**1. Which matters more for the gap of cubic HfO₂: the step from semilocal to hybrid functionals, or the choice of hybrid?**

Orbital gaps of cubic HfO₂ (Fm-3m, 3-atom cell, 11.15 Å³/atom) from density-functional calculations with ABINIT and Ansatz, read along the band path at a fixed geometry. All runs are without spin polarization or spin–orbit coupling and use Fermi–Dirac smearing of 0.05 eV; the basis column gives the plane-wave cutoff.

| method | rung | program | potentials | basis | k mesh | gap (eV) |
| --- | --- | --- | --- | --- | --- | --- |
| LDA | LDA | ABINIT | JTH PAW LDA v2.0 | 626 eV | 9x9x9 3-atom cell | 3.523 |
| PBE | GGA | ABINIT | PseudoDojo NC SR PBE v0.4.1 standard | 1143 eV | 9x9x9 3-atom cell | 3.767 |
| PBEsol | GGA | Ansatz | Ansatz PAW | 420 eV | 9x9x9 3-atom cell | 3.590 |
| PW91 | GGA | ABINIT | JTH PAW PBE v2.0 | 626 eV | 9x9x9 3-atom cell | 3.728 |
| rPW86PBE | GGA | ABINIT | JTH PAW PBE v2.0 | 626 eV | 9x9x9 3-atom cell | 3.754 |
| HSE06 | hybrid | Ansatz | Ansatz PAW | 420 eV | 5x5x5 3-atom cell | 5.311 |
| r2SCAN0 | hybrid | Ansatz | Ansatz PAW | 500 eV | 5x5x5 3-atom cell | 6.399 |
| r2SCAN50 | hybrid | Ansatz | Ansatz PAW | 500 eV | 5x5x5 3-atom cell | 8.655 |
| r2SCANh | hybrid | Ansatz | Ansatz PAW | 500 eV | 5x5x5 3-atom cell | 5.077 |

The choice of hybrid can matter more. The five semilocal gaps (LDA and the GGA rows) lie within 0.24 eV of each other, and the lowest hybrid stands 1.31 eV above the highest of them. The four hybrids, however, spread over 3.58 eV. Much of that is due to r2SCAN50, which has the most exact exchange; without it the spread is 1.3 eV, about as large as the step. The word "hybrid" therefore does not fix the gap; what counts is how much exact exchange the functional contains, and of what range.

**2. Why does exact exchange widen the gap?**

The hydrogen atom shows half of the answer. Its single electron should not repel itself, but in a semilocal functional it partly does, and its level comes out at little more than half the true binding energy. Exact exchange removes this self-repulsion. The analogy covers filled states only, since hydrogen has no conduction band.

In HfO₂ the highest filled states are mainly oxygen 2p and the lowest empty ones mainly hafnium 5d. A semilocal exchange potential makes no distinction between filled and empty states, whereas exact exchange attracts chiefly the filled ones. Replacing part of the first by the second should lower the valence top and raise the conduction bottom. The calculation shows both: from r2SCANh to r2SCAN50 the top falls by about 2.2 eV and the bottom rises by about 1.5 eV. These shifts refer to the program's own energy zero, so their sum is firmer than the split.

**3. How much gap does a given amount of exact exchange buy?**

Let $a$ be the fraction of exact exchange: 0.10 in r2SCANh, 0.25 in r2SCAN0 and 0.50 in r2SCAN50. The exchange potential is a mixture with weights $a$ and $1-a$. If the orbitals hardly change, the gap $E_g$ must follow a straight line in $a$. The two outer rows fix that line:

$$E_g(a)=5.077\ \text{eV}+(a-0.10)\,\frac{8.655-5.077}{0.50-0.10}\ \text{eV}$$

At $a=0.25$ this gives $5.077+0.15\times 8.945=6.419$ eV. The computed r2SCAN0 gap, which played no part in fixing the line, is 0.02 eV lower. Within this family, each further percent of exact exchange thus adds about 0.09 eV.

**4. HSE06 also contains 25% exact exchange. Why is its gap 1.1 eV below that of r2SCAN0?**

HSE06 keeps exact exchange only at short range; at long range it uses semilocal exchange, which attracts filled and empty states alike. The part it drops has the form $\operatorname{erf}(\omega r)/r$, where $r$ is the distance between two electrons and $1/\omega$ is about 5 Å. The exchange hole around an electron in an oxide is smaller than that, so a filled state loses nearly the full short-distance value, $2\omega/\sqrt{\pi}$ in atomic units. A quarter of this is about 0.8 eV, an upper estimate of how much the gap shrinks.

The same reasoning can start from PBE, on which HSE06 is built. Adding 25% exact exchange at the r2SCAN rate gives about 6.0 eV; taking out the long-range part brings this down to about 5.2 eV. HSE06, at 5.3 eV, lies close to the second value. The printed analysis below gives both estimates.

Screening is probably the larger cause but not the only one, because HSE06 and r2SCAN0 also differ in their semilocal part. Carried on to $a=0$, the line of answer 3 puts the gap of r2SCAN itself near 4.2 eV, about 0.4 eV above PBE. At 25% exact exchange only three quarters of the semilocal exchange is left, so 0.3 to 0.4 eV of this difference should survive. That leaves roughly 0.7 to 0.8 eV of the 1.1 eV for screening.

**5. What would change if the gap were read on the k mesh instead of along the band path?**

Every gap would come out too large, by about 0.11 eV in the semilocal rows and by 0.36 to 0.44 eV in the hybrids. The hybrids were run on the coarser mesh, whose points lie farther from the true band edges. Near an edge the bands are parabolic, so halving the distance to the nearest mesh point should cut the error to a quarter. Reading mesh gaps would therefore exaggerate the step from semilocal to hybrid by 0.25 to 0.33 eV, depending on the rows compared.

**6. Which digits can be trusted?**

Among PBE, PW91 and rPW86PBE the gaps differ by at most 0.04 eV. PBE was run with different potentials from the other two, and those two used potentials made for PBE, not for themselves. Their order is therefore unresolved. For the hybrids even the first decimal is open to doubt, since their exchange was computed on one coarse mesh only, and no row includes spin–orbit coupling. The differences of 1 eV and more in answers 1 and 4 are much larger than these uncertainties are likely to be. The straight line in answer 3 is a finer test, but a mesh error in the exact exchange should grow roughly in proportion to $a$, and so change the slope of the line more than its straightness.

**7. What does this mean for HfO₂ as a gate dielectric?**

Leakage is held back by two barriers, one for electrons and one for holes. Together they equal the oxide gap less the silicon gap, for which the measured value of roughly 1.1 eV is used here. With the PBE gap of the oxide the two barriers then share about 2.7 eV, with the HSE06 gap about 4.2 eV. Semilocal functionals are known to underestimate gaps, so PBE makes the oxide look leakier than it should. The sums hold for the cubic crystal, a high-temperature phase, and a deposited film will differ; but a calculated barrier should in any case be quoted with its functional and its fraction of exact exchange.

Output of the analysis:

```
Gap on path and on mesh in eV:
       row  exact exchange fraction  path gap  mesh gap  mesh minus path
       LDA                        0     3.523     3.632           0.1094
       PBE                        0     3.767     3.874           0.1066
    PBEsol                        0      3.59       3.7           0.1098
      PW91                        0     3.728     3.834           0.1057
  rPW86PBE                        0     3.754     3.859           0.1045
     HSE06                     0.25     5.311     5.689           0.3781
   r2SCAN0                     0.25     6.399     6.807           0.4084
  r2SCAN50                      0.5     8.655     9.094           0.4393
   r2SCANh                      0.1     5.077     5.433           0.3565
Span of the five semilocal gaps in eV: 0.244
Span of the four hybrid gaps in eV: 3.578
Lowest hybrid minus highest semilocal gap in eV: 1.31
PBE minus PW91 gap in eV: 0.039
Slope from 10 to 25 percent exact exchange in eV per percent: 0.08813
Slope from 25 to 50 percent exact exchange in eV per percent: 0.09024
r2SCAN0 gap predicted by the line through 10 and 50 percent in eV: 6.419
Prediction minus computed r2SCAN0 gap in eV: 0.01975
Fall of valence top on mesh from r2SCANh to r2SCAN50 in eV: 2.164
Rise of conduction bottom on mesh from r2SCANh to r2SCAN50 in eV: 1.496
r2SCAN0 minus HSE06 gap in eV: 1.088
HSE06 minus PBE gap in eV: 1.544
Upper estimate of 25 percent of the long-range exchange in eV: 0.8444
HSE06 gap estimated with unscreened exchange in eV: 6.003
HSE06 gap estimated with the long-range part removed in eV: 5.159
Mean miss of the 5x5x5 mesh over mean miss of the 9x9x9 mesh: 3.69
Ratio expected for parabolic bands: 3.24
Sum of both barriers to silicon with the PBE gap in eV: 2.667
Sum of both barriers to silicon with the HSE06 gap in eV: 4.211
```
